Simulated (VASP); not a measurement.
# Ta (Im-3m) in VASP: notebook

The runs below take Ta through relaxation of cell and atoms, with LDA, r2SCAN, PBE.

All numbers are computed with VASP 6.6.1; they aren't measurements. Logs are shortened: lines on timing, memory, paths and dates and some standing lists are left out, and cuts for length are marked.

## Step 1: The structure

It takes space group Im-3m (No. 229, cubic). Conventional cell: a = 3.168 Å, b = 3.168 Å, c = 3.168 Å, α = 90.00°, β = 90.00°, γ = 90.00°. Ta (site symmetry m-3m) is surrounded by 8 Ta at 2.74 Å.

## Step 2: Relaxation of cell and atoms, LDA, target pressure 20.8 GPa, at which the enthalpy is minimised

The input, INCAR:

```
SYSTEM = Ta
PREC     = Accurate       ! precision mode
ENCUT    = 600            ! plane-wave cutoff, eV
EDIFF    = 1E-7           ! SCF threshold, eV
ISMEAR   = 1              ! smearing method
SIGMA    = 0.1            ! smearing width, eV
LREAL    = .FALSE.        ! projectors in reciprocal space
LASPH    = .TRUE.         ! aspherical terms in the spheres
NELM     = 80             ! most SCF steps
ALGO     = Normal         ! electronic algorithm
ISIF     = 3              ! what is computed and relaxed
LWAVE    = .FALSE.        ! write WAVECAR
LCHARG   = .FALSE.        ! write CHGCAR
GGA      = CA             ! functional
IBRION   = 2              ! ionic algorithm
NSW      = 90             ! ionic steps
EDIFFG   = -0.005         ! ionic threshold
PSTRESS  = 208.0
```

The input, KPOINTS:

```
regular mesh
0
G
  16 16 16
  0 0 0
```

The input, POSCAR:

```
Ta                                      
1.0
   -1.5839846228      1.5839846228      1.5839846228
    1.5839846228     -1.5839846228      1.5839846228
    1.5839846228      1.5839846228     -1.5839846228
  Ta            
     1
Direct
     0.0000000000000000    0.0000000000000000    0.0000000000000000
```

Potentials or basis: VASP PAW LDA potentials, release 64 (Ta_pv).

On the command line:

```console
$ cat potpaw_LDA.64/Ta_pv/POTCAR > POTCAR
$ mpirun -np 1 vasp_std > vasp.out
```

OUTCAR:

```text
SYSTEM = Ta
   PREC = Accurate
   ENCUT = 600
   EDIFF = 1E-7
   ISMEAR = 1
   LREAL = .FALSE.
   LASPH = .TRUE.
   NELM = 80
   ISIF = 3
   GGA = CA
   IBRION = 2
   NSW = 90
   EDIFFG = -0.005
   PSTRESS = 208.0

 ion  position               nearest neighbor table
   1  0.000  0.000  0.000-

  LATTYP: Found a body centered cubic cell.
 ALAT       =     3.1679692456

  Lattice vectors:

 A1 = (  -1.5839846228,   1.5839846228,   1.5839846228)
 A2 = (   1.5839846228,  -1.5839846228,   1.5839846228)
 A3 = (   1.5839846228,   1.5839846228,  -1.5839846228)

Analysis of symmetry for initial positions (statically):
=====================================================================
 Subroutine PRICEL returns:
 Original cell was already a primitive cell.

 Routine SETGRP: Setting up the symmetry group for a
 body centered cubic supercell.

 Subroutine GETGRP returns: Found 48 space group operations
 (whereof 48 operations were pure point group operations)
 out of a pool of 48 trial point group operations.

The static configuration has the point symmetry O_h .

Analysis of symmetry for dynamics (positions and initial velocities):
=====================================================================
 Subroutine PRICEL returns:
 Original cell was already a primitive cell.

 Routine SETGRP: Setting up the symmetry group for a
 body centered cubic supercell.

 Subroutine GETGRP returns: Found 48 space group operations
 (whereof 48 operations were pure point group operations)
 out of a pool of 48 trial point group operations.

The dynamic configuration has the point symmetry O_h .

 Subroutine INISYM returns: Found 48 space group operations
 (whereof 48 operations are pure point group operations),
 and found     1 'primitive' translations

----------------------------------------------------------------------------------------

                                     Primitive cell

  volume of cell :      15.8969

  direct lattice vectors                    reciprocal lattice vectors
    -1.583984623  1.583984623  1.583984623     0.000000000  0.315659630  0.315659630
     1.583984623 -1.583984623  1.583984623     0.315659630  0.000000000  0.315659630
     1.583984623  1.583984623 -1.583984623     0.315659630  0.315659630  0.000000000

  length of vectors
     2.743541845  2.743541845  2.743541845     0.446410130  0.446410130  0.446410130

  position of ions in fractional coordinates (direct lattice)
     0.000000000  0.000000000  0.000000000
[... 84 lines left out ...]
   POTIM  = 0.5000    time-step for ionic-motion
   TEBEG  =    0.0;   TEEND  =   0.0 temperature during run
   PSTRESS=  208.0 pullay stress
   NELECT =      11.0000    total number of electrons
   NUPDOWN=      -1.0000    fix difference up-down
   EMIN   =  10.00;   EMAX   =-10.00  energy-range for DOS
   EFERMI =   0.00;   METHOD = LEGACY
   ISMEAR =     1;   SIGMA  =   0.10  broadening in eV -4-tet -1-fermi 0-gaus
   EFERMI_NEDOS =   21; number of points for ismear=-14 and -15
   IALGO  =     38    algorithm
   IMIX   =      4    mixing-type and parameters
     AMIX     =   0.40;   BMIX     =  1.00
     AMIX_MAG =   1.60;   BMIX_MAG =  1.00
  volume/ion in A,a.u.               =      15.90       107.28
  Fermi-wavevector in a.u.,A,eV,Ry     =   1.447998  2.736320 28.527329  2.096700
  Thomas-Fermi vector in A             =   2.565889
   LORBIT       =      0    0 simple, 1 ext, 2 COOP (PROOUT), +10 PAW based schemes
   GGA     = CA    functional components
   LHFCALC =     F    Hartree Fock is set to
   AEXX    =    0.0000 exact exchange contribution
   IVDW    =     0    specifies the selected vdW correction
   LEPSILON=     F    determine dielectric tensor
   LRPA    =     F    only Hartree local field effects (RPA)
 conjugate gradient relaxation of ions
 non-spin polarized calculation
 Methfessel and Paxton  Order N= 1 SIGMA  =   0.10
  energy-cutoff  :      600.00
  volume of cell :       15.90
 maximum number of plane-waves:       555
 NGX is ok and might be reduce to    24
   NGX = 11   NGY = 11   NGZ = 11

 number of electron      11.0000001 magnetization

 Free energy of the ion-electron system (eV)
  ---------------------------------------------------
  ext. energy  EPLUGINS =         0.00000000
  ---------------------------------------------------
  free energy    TOTEN  =       -12.74059703 eV

  energy without entropy =      -12.74057392  energy(sigma->0) =      -12.74058933

 E-fermi :   6.5146     XC(G=0): -13.4410

 val. band max:        6.5098269937   @ k =   0.3125   0.0000   0.0000
 cond. band min:       6.5331720479   @ k =  -0.3750   0.5000   0.0625
 fundamental gap:      0.0233450541
 Fermi energy:         6.5146245621

 k-point     1 :       0.0000    0.0000    0.0000
  band No.  band energies     occupation
      1     -25.9093      2.00000
      2     -25.9093      2.00000
      3     -25.9093      2.00000
      4      -1.8058      2.00000
      5       7.1365     -0.00000
      6       7.1365     -0.00000
      7       7.1365     -0.00000
      8      10.8591      0.00000
      9      10.8591      0.00000
[... 265 lines left out ...]
 k-point    24 :       0.2500    0.1875   -0.0000
  band No.  band energies     occupation
      1     -27.3172      2.00000
      2     -26.4928      2.00000
      3     -26.0670      2.00000
      4       2.6222      2.00000
      5       4.9309      2.00000
      6       5.8751      2.00000
      7      10.1359      0.00000
      8      11.9623      0.00000
      9      14.2902      0.00000

 [... further k-points ...]

------------------------ aborting loop because EDIFF is reached ----------------------------------------

  FORCE on cell =-STRESS in cart. coord.  units (eV):
  Direction    XX          YY          ZZ          XY          YZ          ZX
  --------------------------------------------------------------------------------------
  -------------------------------------------------------------------------------------
  Total        2.0626619      2.0626619      2.0626619      0.0000000     -0.0000000     -0.0000000
  in kB      207.8862402    207.8862402    207.8862402      0.0000000     -0.0000000     -0.0000000
  external PRESSURE =      -0.1137598 kB  Pullay stress =     208.0000000 kB

 VOLUME and BASIS-vectors are now :
 -----------------------------------------------------------------------------
  energy-cutoff  :      600.00
  volume of cell :       15.90
      direct lattice vectors                 reciprocal lattice vectors
    -1.583984623  1.583984623  1.583984623     0.000000000  0.315659630  0.315659630
     1.583984623 -1.583984623  1.583984623     0.315659630  0.000000000  0.315659630
     1.583984623  1.583984623 -1.583984623     0.315659630  0.315659630  0.000000000

 POSITION                                       TOTAL-FORCE (eV/Angst)
 -----------------------------------------------------------------------------------
      0.00000      0.00000      0.00000        -0.000000     -0.000000      0.000000
 -----------------------------------------------------------------------------------
    total drift:                                0.000000     -0.000000     -0.000000

  FREE ENERGIE OF THE ION-ELECTRON SYSTEM (eV)
  ---------------------------------------------------
  free  energy   TOTEN  =       -12.7405970347 eV

  energy  without entropy=      -12.7405739178  energy(sigma->0) =      -12.74058933

  enthalpy is  TOTEN    =       -10.6768064470 eV   P V=        2.0637905876

 reached required accuracy - stopping structural energy minimisation
```

CONTCAR:

```text
Ta
   1.00000000000000
    -1.5839846228000001    1.5839846228000001    1.5839846228000001
     1.5839846228000001   -1.5839846228000001    1.5839846228000001
     1.5839846228000001    1.5839846228000001   -1.5839846228000001
  Ta
     1
Direct
     0.0000000000000000    0.0000000000000000    0.0000000000000000

  0.00000000E+00  0.00000000E+00  0.00000000E+00
```

It took 13 s on 1 thread of AMD EPYC 9R45 (Zen 5), shared host; peak memory 0.12 GiB.

What came out:

```yaml
Free_energy: -12.7406 eV
Pressure_after_relaxing: 20.8 GPa
Band_gap_on_the_k_mesh: none (metal or under the smearing width)
```

Final structure:
```
Ta
1.0
    -1.58398    1.58398    1.58398
     1.58398   -1.58398    1.58398
     1.58398    1.58398   -1.58398
Ta
1
Cartesian
  0.0000 0.0000 0.0000
```

Caveat: the relaxation stopped at its first step, so nothing moved; the cell is relaxed towards a set pressure, so the enthalpy falls and the energy may rise.

## Step 3: Relaxation of cell and atoms, r2SCAN, target pressure 20.8 GPa, at which the enthalpy is minimised

This run uses another cell than the first one, of 18.01 Å³/atom, 1.133 times its volume.

The input, INCAR:

```
SYSTEM = Ta
ALGO = Normal
EDIFF = 1E-6
EDIFFG = -0.01
ENCUT = 600
IBRION = 2
ISIF = 3
ISMEAR = 1
LASPH = .TRUE.
LCHARG = .FALSE.
LMIXTAU = .TRUE.
LREAL = .FALSE.
LWAVE = .FALSE.
METAGGA = R2SCAN
NELM = 80
NSW = 90
PREC = Accurate
PSTRESS = 208.0
SIGMA = 0.1
```

The input, KPOINTS:

```
k-points
0
G
  16 16 16
  0 0 0
```

The input, POSCAR:

```
Ta
1.0
   -1.6512800000      1.6512800000      1.6512800000
    1.6512800000     -1.6512800000      1.6512800000
    1.6512800000      1.6512800000     -1.6512800000
Ta
1
Direct
    0.0000000000      0.0000000000      0.0000000000
```

Potentials or basis: VASP PAW PBE potentials, release 64 (Ta_pv).

On the command line:

```console
$ cat potpaw_PBE.64/Ta_pv/POTCAR > POTCAR
$ mpirun -np 1 vasp_std > vasp.out
```

Run time: 3.1 min. Hardware: 1 thread of Intel Xeon Platinum 8488C (Sapphire Rapids), shared host; peak memory 0.18 GiB.

It converged, with:

```yaml
Free_energy: -48.4832 eV
Relaxed_volume: 16.59 Å³/atom
Relaxed_cell: a = 2.783 Å, b = 2.783 Å, c = 2.783 Å, α = 109.47°, β = 109.47°, γ = 109.47°
Space_group_after_relaxing_to_0.05_Å: Im-3m (No. 229)
Energy_change_on_relaxing_the_enthalpy_is_what_falls: +93.4 meV/atom
Ionic_steps: 5
Pressure_after_relaxing: 20.8 GPa
Band_gap_on_the_k_mesh: none (metal or under the smearing width)
```

Step by step:
```csv
step,energy change (eV),largest force (eV/Å),pressure (GPa),volume (Å³)
1,0.0000,0.0000,1.43,18.01
2,1.5729,0.0000,127.12,12.91
3,0.0776,0.0000,18.80,16.72
4,0.0896,0.0000,20.33,16.62
5,0.0934,0.0000,20.82,16.59
```

Final structure:
```xyz
1
Lattice="-1.6067 1.6067 1.6067 1.6067 -1.6067 1.6067 1.6067 1.6067 -1.6067" Properties=species:S:1:pos:R:3 pbc="T T T"
Ta    0.0000    0.0000    0.0000
```

Levels at points of the mesh, in eV from the Fermi level:
```
           k point  band 2  band 3  band 4  band 5  band 6  band 7  band 8  band 9
(0.00, 0.00, 0.00)  -33.85  -33.85   -8.61    0.86    0.86    0.86    4.64    4.64
(0.50, 0.00, 0.00)  -34.36  -33.87   -4.93   -1.81    1.94    4.58    5.74    8.96
(0.50, 0.50, 0.50)  -34.95  -34.95   -4.47   -4.47    7.84    7.84    7.84    9.88
```

Caveat: the cell is relaxed towards a set pressure, so the enthalpy falls and the energy may rise; the PAW data sets were made with another functional, which shifts forces and pressure a little. The run has no spin-orbit coupling, so splittings on Ta are missing.

## Step 4: Relaxation of cell and atoms, r2SCAN, target pressure 20.8 GPa, at which the enthalpy is minimised

This run uses another cell than the first one, of 16.59 Å³/atom, 1.044 times its volume.

Changes to INCAR since step 3:

```diff
@@ -2,4 +2,4 @@
 ALGO = Normal
-EDIFF = 1E-6
-EDIFFG = -0.01
+EDIFF = 1E-7
+EDIFFG = -0.005
 ENCUT = 600
```

KPOINTS is that of step 3.

The input, POSCAR:

```
Ta                                      
1.0
   -1.6067365139      1.6067365139      1.6067365139
    1.6067365139     -1.6067365139      1.6067365139
    1.6067365139      1.6067365139     -1.6067365139
  Ta            
     1
Direct
     0.0000000000000000    0.0000000000000000    0.0000000000000000
```

On the command line:

```console
$ cat potpaw_PBE.64/Ta_pv/POTCAR > POTCAR
$ mpirun -np 1 vasp_std > vasp.out
```

Run time: 58 s. Hardware: 1 thread of Intel Xeon Platinum 8488C (Sapphire Rapids), shared host; peak memory 0.16 GiB.

The run converged. Its results:

```yaml
Free_energy: -48.4828 eV
Pressure_after_relaxing: 20.8 GPa
Band_gap_on_the_k_mesh: none (metal or under the smearing width)
```

Final structure:
```cif
data_structure
_symmetry_space_group_name_H-M 'P 1'
_symmetry_Int_Tables_number 1
_cell_length_a 2.7829
_cell_length_b 2.7829
_cell_length_c 2.7829
_cell_angle_alpha 109.471
_cell_angle_beta 109.471
_cell_angle_gamma 109.471
_cell_volume 16.59
loop_
_atom_site_label
_atom_site_type_symbol
_atom_site_fract_x
_atom_site_fract_y
_atom_site_fract_z
_atom_site_occupancy
Ta1 Ta 0.00000 0.00000 0.00000 1
```

Levels at points of the mesh, in eV from the Fermi level:
| k point | band 1 | band 2 | band 3 | band 4 | band 5 | band 6 | band 7 | band 8 | band 9 |
| --- | --- | --- | --- | --- | --- | --- | --- | --- | --- |
| (0.00, 0.00, 0.00) | -33.85 | -33.85 | -33.85 | -8.61 | 0.86 | 0.86 | 0.86 | 4.64 | 4.64 |
| (0.50, 0.00, 0.00) | -35.46 | -34.36 | -33.87 | -4.93 | -1.81 | 1.94 | 4.58 | 5.74 | 8.96 |
| (0.50, 0.50, 0.50) | -34.95 | -34.95 | -34.95 | -4.47 | -4.47 | 7.84 | 7.84 | 7.84 | 9.88 |

Caveat: the relaxation stopped at its first step, so nothing moved; the cell is relaxed towards a set pressure, so the enthalpy falls and the energy may rise; the PAW data sets were made with another functional, which shifts forces and pressure a little.

## Step 5: Relaxation of cell and atoms, PBE

This run uses another cell than the first one, of 18.01 Å³/atom, 1.133 times its volume.

The input, INCAR:

```
SYSTEM = Ta
ALGO     = Normal         ! electronic algorithm
EDIFF    = 1E-6           ! SCF threshold, eV
EDIFFG   = -0.01          ! ionic threshold
ENCUT    = 300            ! plane-wave cutoff, eV
GGA      = PE             ! functional
IBRION   = 2              ! ionic algorithm
ISIF     = 3              ! what is computed and relaxed
ISMEAR   = 1              ! smearing method
LASPH    = .True.         ! aspherical terms in the spheres
LCHARG   = .False.        ! write CHGCAR
LREAL    = .False.        ! projectors in reciprocal space
LWAVE    = .False.        ! write WAVECAR
NELM     = 80             ! most SCF steps
NSW      = 90             ! ionic steps
PREC     = Accurate       ! precision mode
SIGMA    = 0.1            ! smearing width, eV
```

The input, KPOINTS:

```
k-points
0
Gamma
  8 8 8
  0 0 0
```

The input, POSCAR:

```
Ta
1.0
   -1.6512800000      1.6512800000      1.6512800000
    1.6512800000     -1.6512800000      1.6512800000
    1.6512800000      1.6512800000     -1.6512800000
Ta
1
Direct
    0.0000000000      0.0000000000      0.0000000000
```

Potentials or basis: VASP PAW PBE potentials, release 64 (Ta).

On the command line:

```console
$ cat potpaw_PBE.64/Ta/POTCAR > POTCAR
$ mpirun -np 1 vasp_std > vasp.out
```

Run time: 2 s. Hardware: 1 thread of Intel Xeon 6975P-C (Granite Rapids), shared host; peak memory 0.11 GiB.

Results (log left out):

* Free energy: -11.8836 eV
* Relaxed volume: 17.90 Å³/atom
* Relaxed cell: a = 2.854 Å, b = 2.854 Å, c = 2.854 Å, α = 109.47°, β = 109.47°, γ = 109.47°
* Space group after relaxing (to 0.05 Å): Im-3m (No. 229)
* Energy gained by relaxing: 0.4 meV/atom
* Ionic steps: 3
* Pressure after relaxing: 0.0 GPa
* Band gap on the k mesh: none (metal or under the smearing width)

Step by step:
```
step  energy change (eV)  largest force (eV/Å)  pressure (GPa)  volume (Å³)
   1              0.0000                0.0000           -1.25        18.01
   2              0.0020                0.0000            3.13        17.65
   3             -0.0004                0.0000            0.01        17.90
```

Final structure:
```xyz
1
Lattice="-1.6480 1.6480 1.6480 1.6480 -1.6480 1.6480 1.6480 1.6480 -1.6480" Properties=species:S:1:pos:R:3 pbc="T T T"
Ta    0.0000    0.0000    0.0000
```

Levels at points of the mesh, in eV from the Fermi level:
| k point | band 1 | band 2 | band 3 | band 4 | band 5 |
| --- | --- | --- | --- | --- | --- |
| (0.00, 0.00, 0.00) | -7.95 | 0.73 | 0.73 | 0.73 | 4.02 |
| (0.50, 0.00, 0.00) | -4.41 | -1.56 | 1.60 | 3.91 | 4.94 |
| (0.50, 0.50, 0.50) | -3.85 | -3.85 | 6.88 | 6.88 | 6.88 |

The run has no spin-orbit coupling, so splittings on Ta are missing.

## Step 6: The runs side by side

| level | potentials or basis | cell | k mesh | cutoff (eV) | target pressure | gap on the mesh (eV) | pressure (GPa) |
| --- | --- | --- | --- | --- | --- | --- | --- |
| LDA | VASP PAW LDA potentials, release 64 (Ta_pv) | relaxed to 20.8 GPa | 16 × 16 × 16 | 600 | 20.8 GPa | none | 20.8 |
| r2SCAN | VASP PAW PBE potentials, release 64 (Ta_pv) | relaxed to 20.8 GPa | 16 × 16 × 16 | 600 | 20.8 GPa | none | 20.8 |
| PBE | VASP PAW PBE potentials, release 64 (Ta) | relaxed | 8 × 8 × 8 | 300 | - | none | 0.0 |

Alike in all rows: task relaxation of cell and atoms; no spin polarisation; smearing methfessel-paxton 0.1 eV.

Caveats: the relaxation stopped at its first step, so nothing moved (some runs); the cell is relaxed towards a set pressure, so the enthalpy falls and the energy may rise (some runs); the PAW data sets were made with another functional, which shifts forces and pressure a little (some runs).

Total energies depend on the potentials used, so only differences within one code and one set of settings carry meaning.
